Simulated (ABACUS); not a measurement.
The system is GaSb.

```
CELL_PARAMETERS angstrom
0.00000 3.05900 3.05900
3.05900 0.00000 3.05900
3.05900 3.05900 0.00000
ATOMIC_POSITIONS crystal
Sb 0.25000 0.25000 0.25000
Ga 0.00000 0.00000 0.00000
```

| Item | Value |
| --- | --- |
| Program | ABACUS 3.10.1 |
| Task | relaxation of cell and atoms |
| Functional | PW91 |
| Potentials or basis | Ansatz NC PBE |
| Cutoff | 1102 eV |
| Density cutoff | 4408 eV |
| Basis | plane waves |
| k mesh | 6 × 6 × 6 |
| Occupations | fermi-dirac, width 0.05 eV |
| Spin | no spin polarisation |

At the start: pressure 2.3 GPa; volume 28.62 Å³/atom.

Task: How do energy, volume and symmetry change on relaxing?

Result: Over 3 steps the energy falls by 9.5 meV/atom and the volume is 29.93 Å³/atom (+4.6 %); space group F-43m (No. 216, to 0.05 Å).

Step by step:
```
step  energy change (eV)  largest force (eV/Å)  pressure (GPa)  volume (Å³)
   1              0.0000                0.0000            2.28        57.25
   2             -0.0066                0.0000            1.82        57.75
   3             -0.0191                0.0000            0.05        59.86
```

Final structure:
```
Sb Ga
1.0
     0.00000    3.10481    3.10481
     3.10481    0.00000    3.10481
     3.10481    3.10481    0.00000
Sb Ga
1 1
Direct
  0.25000 0.25000 0.25000
  0.00000 0.00000 0.00000
```

Caveat: the potentials were made for another functional, which shifts forces and pressure.
